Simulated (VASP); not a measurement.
A run of VASP 6.6.1 is set up as follows.

File INCAR:

```
PREC = Accurate ; ENCUT = 520
EDIFF = 1E-6 ; ISMEAR = 0
SIGMA = 0.1 ; LREAL = False
LASPH = True ; NELM = 100
ALGO = Fast ; ISIF = 2
LWAVE = False ; LCHARG = False
GGA = PE ; NBANDS = 13
```

Contents of KPOINTS:

```
regular mesh
0
Gamma
  14 14 14
```

Contents of POSCAR:

```
Pb
1.0
   -1.9994957556      2.0035144645      2.0167583870
    2.0037322270     -1.9985653156      2.0160457095
    1.9999708739      1.9990404339     -2.0118092381
Pb
1
Direct
    0.0000000000      0.0000000000      0.0000000000
```

Potentials or basis: VASP PAW PBE potentials, release 64 (Pb_d).

Command:

```bash
$ cat potpaw_PBE.64/Pb_d/POTCAR > POTCAR
$ mpirun -np 1 vasp_std > vasp.out
```

(1) What does it give for the band gap on the k mesh?

(2) What does it give for the pressure?

Results:

(1) none (metal or under the smearing width).

(2) -0.5 GPa.
